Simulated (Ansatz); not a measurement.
# InCuS2: In vacancy, symmetric start

The reference is a 24-atom supercell of InCuS2 in the chalcopyrite structure (space group I-42d, No. 122; a = 5.4832 Å, c = 11.0438 Å) at its relaxed geometry.

It is then changed as follows: one In atom is removed, atoms relaxed at fixed cell.

All numbers come from PBEsol (Ansatz, a quantum-chemistry and plane-wave program), no spin-orbit coupling. Settings: 4×4×4 k-points, 0.05 eV Fermi–Dirac smearing.

- Pressure = -2.0 GPa (base 0.0 GPa)
- Energy gained by relaxation = 0.31 eV
- Largest displacement of a host atom from its site in the perfect cell = 0.22 Å
- Mean distance from the defect site to its nearest host atoms = 2.41 Å (base 2.49 Å)

In so small a cell the defect repeats every few ångströms: this is an ordered compound, not a dilute defect. The mesh was chosen for an insulator and is coarse for the gapless case. The defect started on the symmetric site and kept its symmetry, so it may sit on a saddle. The final runs are not spin-polarised. The defect cell is not spin-polarised.
